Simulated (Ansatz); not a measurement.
A run of Ansatz 0.2.0 is set up as follows.

The input input.yaml:

```yaml
crystal:
  lattice:
    - [0.0, 2.7942, 2.7942]
    - [2.7942, 0.0, 2.7942]
    - [2.7942, 2.7942, 0.0]
  atoms:
    - { symbol: Ca, position: [0.0, 0.0, 0.0] }
kpoints:
  mp_grid: { grid: [8, 8, 8] }
scf:
  occupations: { method: fermi_dirac, width: 0.05 }
hamiltonian:
  xc: pbesol
  pseudopotentials: { kind: all_electron, lapw: { basis_error: 0.001 } }
output:
  forces: true
  stress: true
  eigenvalues: true
  populations: true
```

Potentials or basis: all-electron LAPW, scalar-relativistic.

Command:

```bash
$ ansatz run input.yaml --threads 1 --pin off --max-ram 3072MiB --backend cpu --events-out ev --progress --plain --runs-dir out
```

(1) What does it give for the pressure?

(2) Predict the band gap on the k mesh.

Answers

(1) -1.2 GPa.

(2) none (metal or under the smearing width).
